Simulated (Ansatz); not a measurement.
The system is Gd.

```xyz
2
Lattice="3.6360 0.0000 0.0000 -1.8180 3.1489 0.0000 0.0000 0.0000 5.7826" Properties=species:S:1:pos:R:3 pbc="T T T"
Gd    1.8180    1.0496    4.3369
Gd    0.0000    2.0992    1.4457
```

```yaml
Program: Ansatz 0.2.0
Task: single point
Functional: PBE
Potentials_or_basis: all-electron LAPW, scalar-relativistic
Cutoff: 156 eV (chosen from the basis error)
Basis_error_allowed: 0.001 eV/atom
k_mesh: 8 × 8 × 5
Occupations: fermi-dirac, width 0.05 eV
Spin: collinear spin, ferromagnetic start
Starting_moments: "[7.0, 7.0] μB"
```

On this cell: pressure 0.6 GPa; largest force under 0.003 eV/Å; net moment 15.23 μB per cell; site moments Gd +7.46 μB; band gap on the k mesh none (metal or under the smearing width).

The same run follows on a disturbed copy (atoms moved at random, drawn with an rms of 0.05 Å):

```xyz
2
Lattice="3.6360 0.0000 0.0000 -1.8180 3.1489 0.0000 0.0000 0.0000 5.7826" Properties=species:S:1:pos:R:3 pbc="T T T"
Gd    1.7883    1.1100    4.3639
Gd    0.0070    2.0628    1.4672
```

Q: What changes?

A: The energy (extrapolated to zero smearing) moves by +2.8 meV/atom; pressure 0.6 GPa; largest force 0.101 eV/Å; net moment 15.24 μB per cell; site moments Gd +7.44 μB; band gap on the k mesh none (metal or under the smearing width).

Forces on the atoms (eV/Å):
```
Gd   0.038 -0.092 -0.014
Gd  -0.038  0.092  0.014
```

Stress tensor (GPa, compression positive):
```
 0.80 -0.13  0.00
-0.13  0.10  0.01
 0.00  0.01  0.82
```

Caveats: an open f shell can end in a state above the lowest; spin-orbit coupling is left out, which moves the levels of the heavy elements.
